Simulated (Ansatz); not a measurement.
Deforming Zr

```
CELL_PARAMETERS angstrom
-1.78744 1.78744 1.78744
1.78744 -1.78744 1.78744
1.78744 1.78744 -1.78744
ATOMIC_POSITIONS crystal
Zr 0.00000 0.00000 0.00000
```

The cell was built from the bcc type and relaxed in the same program, and has space group Im-3m; it needn't be a known or the stable phase.

Level of theory: Ansatz 0.2.0, DFT, PBE, all-electron LAPW, scalar-relativistic.

Numerical set-up: a Γ-centred 16×16×16 k mesh, Fermi–Dirac smearing of 0.05 eV, basis error target 0.25 meV/atom, no spin polarisation.

The unchanged cell is at 0.03 GPa.

In a metal, stresses and small energies carry noise from the k mesh.

x, y and z are the Cartesian axes of the cell as listed; fractional coordinates follow a strain, and an engineering shear is twice the off-diagonal strain component.

(1) With this change (z strained by -4 % at fixed volume), what becomes of the energy and stress?

(2) With this change (z strained by -1 % at fixed volume), what becomes of the energy and stress?

## Answers

(1) Energy change -3 meV/atom; stress change (xx, yy, zz, yz, xz, xy) 0.46, 0.46, -0.72, 0.00, 0.00, 0.00 GPa, compression positive.

(2) Energy change under 1 meV/atom; stress change (xx, yy, zz, yz, xz, xy) 0.12, 0.12, -0.23, 0.00, 0.00, 0.00 GPa, compression positive.
